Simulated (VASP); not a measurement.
# Al (Fm-3m) in VASP: notebook

Aim: see how the results for Al move with the level of theory and the settings. Levels: LDA, PBE. Tasks: elastic constants, optical spectrum.

Program: VASP 6.6.1. These are calculated values, not measurements. Logs are shortened: lines on timing, memory, paths and dates and some standing lists are left out, and cuts for length are marked.

## (1) The structure

It takes space group Fm-3m (No. 225, cubic). The conventional cell has a = 3.984 Å, b = 3.984 Å, c = 3.984 Å, α = 90.00°, β = 90.00°, γ = 90.00°. Around Al (site symmetry m-3m) lie 12 Al at 2.82 Å.

## (2) Elastic constants, LDA

The input, POSCAR:

```
Al
1.0
    0.0000000000      1.9922394739      1.9922394739
    1.9922394739      0.0000000000      1.9922394739
    1.9922394739      1.9922394739      0.0000000000
  Al
     1
Direct
     0.0000000000000000    0.0000000000000000    0.0000000000000000
```

The input, INCAR.step1:

```
PREC     = Accurate       # precision mode
ENCUT    = 600            # plane-wave cutoff, eV
EDIFF    = 1E-8           # SCF threshold, eV
ISMEAR   = 1              # smearing method
SIGMA    = 0.1            # smearing width, eV
LREAL    = False          # projectors in reciprocal space
LASPH    = True           # aspherical terms in the spheres
NELM     = 80             # most SCF steps
ALGO     = Fast           # electronic algorithm
ISIF     = 3              # what is computed and relaxed
LWAVE    = False          # write WAVECAR
LCHARG   = False          # write CHGCAR
GGA      = CA             # functional
IBRION   = 2              # ionic algorithm
NSW      = 40             # ionic steps
EDIFFG   = -0.002         # ionic threshold
```

The input, INCAR.step2:

```
PREC     = Accurate       # precision mode
ENCUT    = 600            # plane-wave cutoff, eV
EDIFF    = 1E-8           # SCF threshold, eV
ISMEAR   = 1              # smearing method
SIGMA    = 0.1            # smearing width, eV
LREAL    = False          # projectors in reciprocal space
LASPH    = True           # aspherical terms in the spheres
NELM     = 80             # most SCF steps
ALGO     = Fast           # electronic algorithm
ISIF     = 3              # what is computed and relaxed
LWAVE    = False          # write WAVECAR
LCHARG   = False          # write CHGCAR
GGA      = CA             # functional
IBRION   = 6              # ionic algorithm
NFREE    = 2            
POTIM    = 0.015          # step
NSW      = 1              # ionic steps
```

The input, KPOINTS:

```
Automatic mesh
0
Gamma
  16 16 16
```

Potentials or basis: VASP PAW LDA potentials, release 64 (Al).

Command:

```sh
> cat potpaw_LDA.64/Al/POTCAR > POTCAR
> cp INCAR.step1 INCAR
> mpirun -np 1 vasp_std > vasp.out
> cp CONTCAR POSCAR
> cp INCAR.step2 INCAR
> mpirun -np 1 vasp_std > vasp.out
```

OUTCAR:

```text
PREC = Accurate
   ENCUT = 600
   EDIFF = 1E-8
   ISMEAR = 1
   LREAL = False
   LASPH = True
   NELM = 80
   ISIF = 3
   GGA = CA
   IBRION = 6
   NFREE = 2
   POTIM = 0.015
   NSW = 1

 ion  position               nearest neighbor table
   1  0.000  0.000  0.000-

  LATTYP: Found a face centered cubic cell.
 ALAT       =     3.9844789478

  Lattice vectors:

 A1 = (   0.0000000000,   1.9922394739,   1.9922394739)
 A2 = (   1.9922394739,   0.0000000000,   1.9922394739)
 A3 = (   1.9922394739,   1.9922394739,   0.0000000000)

Analysis of symmetry for initial positions (statically):
=====================================================================
 Subroutine PRICEL returns:
 Original cell was already a primitive cell.

 Routine SETGRP: Setting up the symmetry group for a
 face centered cubic supercell.

 Subroutine GETGRP returns: Found 48 space group operations
 (whereof 48 operations were pure point group operations)
 out of a pool of 48 trial point group operations.

The static configuration has the point symmetry O_h .

Analysis of symmetry for dynamics (positions and initial velocities):
=====================================================================
 Subroutine PRICEL returns:
 Original cell was already a primitive cell.

 Routine SETGRP: Setting up the symmetry group for a
 face centered cubic supercell.

 Subroutine GETGRP returns: Found 48 space group operations
 (whereof 48 operations were pure point group operations)
 out of a pool of 48 trial point group operations.

The dynamic configuration has the point symmetry O_h .

 Subroutine INISYM returns: Found 48 space group operations
 (whereof 48 operations are pure point group operations),
 and found     1 'primitive' translations

----------------------------------------------------------------------------------------

                                     Primitive cell

  volume of cell :      15.8145

  direct lattice vectors                    reciprocal lattice vectors
     0.000000000  1.992239474  1.992239474    -0.250973845  0.250973845  0.250973845
     1.992239474  0.000000000  1.992239474     0.250973845 -0.250973845  0.250973845
     1.992239474  1.992239474  0.000000000     0.250973845  0.250973845 -0.250973845

  length of vectors
     2.817452083  2.817452083  2.817452083     0.434699450  0.434699450  0.434699450

  position of ions in fractional coordinates (direct lattice)
     0.000000000  0.000000000  0.000000000

  ion indices of the primitive-cell ions
   primitive index   ion index
                 1           1

----------------------------------------------------------------------------------------

 KPOINTS: Automatic mesh

Automatic generation of k-mesh.
 Grid dimensions read from file:
 generate k-points for:   16   16   16

 Generating k-lattice:

  Cartesian coordinates                     Fractional coordinates (reciprocal lattice)
    -0.015685865  0.015685865  0.015685865     0.062500000  0.000000000  0.000000000
     0.015685865 -0.015685865  0.015685865     0.000000000  0.062500000  0.000000000
     0.015685865  0.015685865 -0.015685865     0.000000000  0.000000000  0.062500000

  Length of vectors
     0.027168716  0.027168716  0.027168716

  Shift w.r.t. Gamma in fractional coordinates (k-lattice)
[... 83 lines left out ...]
 finite differences with symmetry
 non-spin polarized calculation
 RMM-DIIS sequential band-by-band and
 Methfessel and Paxton  Order N= 1 SIGMA  =   0.10
  energy-cutoff  :      600.00
  volume of cell :       15.81
 maximum number of plane-waves:       544
   NGX = 11   NGY = 11   NGZ = 11

--------------------------------------- Ionic step        1  -------------------------------------------

 number of electron       3.0000000 magnetization

 Free energy of the ion-electron system (eV)
  ---------------------------------------------------
  ext. energy  EPLUGINS =         0.00000000
  ---------------------------------------------------
  free energy    TOTEN  =        -4.19740361 eV

  energy without entropy =       -4.19776439  energy(sigma->0) =       -4.19752387

------------------------ aborting loop because EDIFF is reached ----------------------------------------

  FORCE on cell =-STRESS in cart. coord.  units (eV):
  Direction    XX          YY          ZZ          XY          YZ          ZX
  --------------------------------------------------------------------------------------
  -------------------------------------------------------------------------------------
  Total        0.0005573      0.0005573      0.0005573      0.0000000     -0.0000000      0.0000000
  in kB        0.0564611      0.0564611      0.0564611      0.0000000     -0.0000000      0.0000000
  external PRESSURE =       0.0564611 kB  Pullay stress =       0.0000000 kB
[... 86 lines left out ...]
  FREE ENERGIE OF THE ION-ELECTRON SYSTEM (eV)
  ---------------------------------------------------
  free  energy   TOTEN  =        -4.1950359130 eV

  energy  without entropy=       -4.1952311440  energy(sigma->0) =       -4.19510099

[... ionic steps 4 to 12 ...]

--------------------------------------- Ionic step       13  -------------------------------------------

 number of electron       3.0000000 magnetization

------------------------ aborting loop because EDIFF is reached ----------------------------------------
[... 65 lines left out ...]
--------------------------------------- Ionic step       15  -------------------------------------------

 number of electron       3.0000000 magnetization

 Free energy of the ion-electron system (eV)
  ---------------------------------------------------
  ext. energy  EPLUGINS =         0.00000000
  ---------------------------------------------------
  free energy    TOTEN  =        -4.19740364 eV

  energy without entropy =       -4.19776443  energy(sigma->0) =       -4.19752390

 E-fermi :   8.2698     XC(G=0): -10.5017

 val. band max:        8.2319980834   @ k =  -0.2500   0.3125   0.1250
 cond. band min:       8.3624432945   @ k =   0.4375   0.4375   0.0000
 fundamental gap:      0.1304452112
 Fermi energy:         8.2697982463

 k-point     1 :       0.0000    0.0000    0.0000
  band No.  band energies     occupation
      1      -3.1570      2.00000
      2      21.0411      0.00000
      3      21.0413      0.00000
      4      21.0415      0.00000
      5      22.6912      0.00000
[... 177 lines left out ...]
 k-point    24 :      -0.0625    0.0625    0.0000
  band No.  band energies     occupation
      1      -2.8667      2.00000
      2      18.1733      0.00000
      3      18.9498      0.00000
      4      21.3236      0.00000
      5      22.8682      0.00000

 [... further k-points ...]
[... 5 lines left out ...]
  --------------------------------------------------------------------------------------
  -------------------------------------------------------------------------------------
  Total        0.0005248      0.0005248      0.0005248     -0.0000000     -0.0000000     -0.0000000
  in kB        0.0531642      0.0531642      0.0531642     -0.0000000     -0.0000000     -0.0000000
  external PRESSURE =       0.0531642 kB  Pullay stress =       0.0000000 kB
[... 16 lines left out ...]
  FREE ENERGIE OF THE ION-ELECTRON SYSTEM (eV)
  ---------------------------------------------------
  free  energy   TOTEN  =        -4.1974036436 eV

  energy  without entropy=       -4.1977644260  energy(sigma->0) =       -4.19752390

 INTERNAL STRAIN TENSORS FROM STRAINED CELLS
 ============================================

 INTERNAL STRAIN TENSOR FOR ION    1 for displacements in x,y,z  (eV/Angst):
          X           Y           Z          XY          YZ          ZX
  --------------------------------------------------------------------------------
  x     0.00000     0.00000     0.00000     0.00000     0.00000    -0.00000
  y     0.00000     0.00000     0.00000     0.00000     0.00000    -0.00000
  z     0.00000     0.00000     0.00000     0.00000     0.00000     0.00000

 INTERNAL STRAIN TENSORS FROM DISPLACED ATOMS
 ============================================

 INTERNAL STRAIN TENSOR FOR ION    1 for displacements in x,y,z  (eV/Angst):
          X           Y           Z          XY          YZ          ZX
  --------------------------------------------------------------------------------
  x     0.00000     0.00000     0.00000     0.00000     0.00000     0.00000
  y     0.00000     0.00000     0.00000     0.00000     0.00000     0.00000
  z     0.00000     0.00000     0.00000     0.00000     0.00000     0.00000

 Eigenvectors and eigenvalues of the dynamical matrix
 ----------------------------------------------------

   1 f  =    0.000000 THz     0.000000 2PiTHz    0.000000 cm-1     0.000000 meV
             X         Y         Z           dx          dy          dz
      0.000000  0.000000  0.000000     1.000000    0.000000    0.000000

   2 f  =    0.000000 THz     0.000000 2PiTHz    0.000000 cm-1     0.000000 meV
             X         Y         Z           dx          dy          dz
      0.000000  0.000000  0.000000     0.000000    1.000000    0.000000

   3 f  =    0.000000 THz     0.000000 2PiTHz    0.000000 cm-1     0.000000 meV
             X         Y         Z           dx          dy          dz
      0.000000  0.000000  0.000000     0.000000    0.000000    1.000000

--------------------------------------------------------------------------------------------------------

 ELASTIC MODULI CONTR FROM IONIC RELAXATION (kBar)
 Direction    XX          YY          ZZ          XY          YZ          ZX
 --------------------------------------------------------------------------------
 XX           0.0000      0.0000      0.0000      0.0000      0.0000      0.0000
 YY           0.0000      0.0000      0.0000      0.0000      0.0000      0.0000
 ZZ           0.0000      0.0000      0.0000      0.0000      0.0000      0.0000
 XY           0.0000      0.0000      0.0000      0.0000      0.0000      0.0000
 YZ           0.0000      0.0000      0.0000      0.0000      0.0000      0.0000
 ZX           0.0000      0.0000      0.0000      0.0000      0.0000      0.0000
 --------------------------------------------------------------------------------

 TOTAL ELASTIC MODULI (kBar)
 Direction    XX          YY          ZZ          XY          YZ          ZX
 --------------------------------------------------------------------------------
 XX        1867.2765    302.4261    302.4261      0.0000      0.0000     -0.0000
 YY         302.4261   1867.2765    302.4261      0.0000     -0.0000     -0.0000
 ZZ         302.4261    302.4261   1867.2765      0.0000      0.0000      0.0000
 XY           0.0000      0.0000      0.0000    485.4141     -0.0000      0.0000
 YZ           0.0000     -0.0000      0.0000     -0.0000    485.4141      0.0000
 ZX          -0.0000     -0.0000      0.0000      0.0000      0.0000    485.4141
 --------------------------------------------------------------------------------
```

Wall time 2.2 min (1 thread of Intel Xeon 6975P-C (Granite Rapids), shared host); peak memory 0.33 GiB.

What came out:

```
Elastic constants C11, C12, C44 : 187, 30, 49 GPa
Voigt bulk modulus              : 82 GPa
```

Elastic tensor in Voigt notation (GPa, in the Cartesian axes of the cell as first typed):
```
187  30  30   0   0   0
 30 187  30   0   0   0
 30  30 187   0   0   0
  0   0   0  49   0   0
  0   0   0   0  49   0
  0   0   0   0   0  49
```

Clamped-ion elastic tensor (GPa):
```
187  30  30   0   0   0
 30 187  30   0   0   0
 30  30 187   0   0   0
  0   0   0  49   0   0
  0   0   0   0  49   0
  0   0   0   0   0  49
```

(Part 1 of 2 ends here.)
